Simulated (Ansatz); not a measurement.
CoO under changes of volume

One of the cells (9.578 Å³/atom); the others are scaled copies at fixed shape and fractional positions:

```
CELL_PARAMETERS angstrom
1.50547 0.86918 2.43993
-1.50547 0.86918 2.43993
0.00000 -1.73837 2.43993
ATOMIC_POSITIONS crystal
Co 0.00000 0.00000 0.00000
O 0.50000 0.50000 0.50000
```

The cell is a database's computed one.

```yaml
Program: Ansatz 0.2.0
Functional: PBEsol
Potentials_or_basis: Ansatz PAW
Cutoff: "420 eV (not typed: the program's choice for these potentials)"
k_mesh: 11 × 11 × 11
Occupations: fermi-dirac, width 0.05 eV
Spin: collinear spin, ferromagnetic start
Starting_moments: "[2.0, 0.0] μB"
```

```csv
volume (Å³/atom),energy over the lowest point (meV/atom),pressure (GPa),moment (μB per cell)
9.003,0.00,1.5,2.78
9.195,0.47,-2.4,2.84
9.387,5.61,-5.9,2.89
9.578,14.66,-9.1,2.94
9.770,27.34,-12.1,2.97
9.961,43.60,-14.9,2.99
10.153,?,?,?
```

What does the run at 10.153 Å³/atom give?

Energy over the lowest point 63.09 meV/atom; pressure -17.5 GPa; moment 2.99 μB per cell.

Worked out: A Birch-Murnaghan fit of order 3 (a polynomial in V^(-2/3)) to the other rows has its minimum at 9.08 Å³/atom with B0 = V·E''(V) = 186 GPa and B' = 3.2 at fixed shape and positions, which overstates the stiffness. It gives 62.93 meV/atom at 10.153 Å³/atom, against the run's 63.09, and -dE/dV = -17.4 GPa, against -17.5. A parabola through the other rows of the moment, of slope 0.0402 μB per Å³/atom there, extrapolates to 3.00 μB, against the run's 2.99.

Energies are extrapolated to zero smearing.

Caveats: a cell with one magnetic atom can't hold antiferromagnetic order, which such compounds often take; the PAW data sets come from PBE, with cores solved anew for the run's functional, which leaves a small shift of forces and pressure.
